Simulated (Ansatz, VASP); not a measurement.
# LiF in VASP and in Ansatz

```xyz
2
Lattice="0.0000 1.9729 1.9729 1.9729 0.0000 1.9729 1.9729 1.9729 0.0000" Properties=species:S:1:pos:R:3 pbc="T T T"
Li    0.0000    0.0000    0.0000
F     1.9729    1.9729    1.9729
```

Change from the starting cell: volume scaled by 0.94, PAW files.

Alike in both runs: task electric field gradients; functional LDA; k mesh 10 × 10 × 10; occupations fermi-dirac, width 0.03 eV; no spin polarisation.

|  | VASP | Ansatz |
| --- | --- | --- |
| version | VASP 6.6.1 | Ansatz 0.2.0 |
| potentials or method | VASP PAW LDA potentials, release 64 (Li_sv, F) | PAW with Ansatz's default frozen-core files, scalar-relativistic |
| plane-wave cutoff (eV) | 520 | 420 |
| valence electrons in the cell | 10 | 10 |

|  | VASP | Ansatz | Ansatz less VASP |
| --- | --- | --- | --- |
| gap on the k mesh at the Fermi level (eV) | 9.41 | 9.42 | +0.007 |
| Vzz of the field gradient on the site that differs most (V/Å²) | 0.0 | 0.0 | -0.01 |

 A k mesh can miss the band edges.
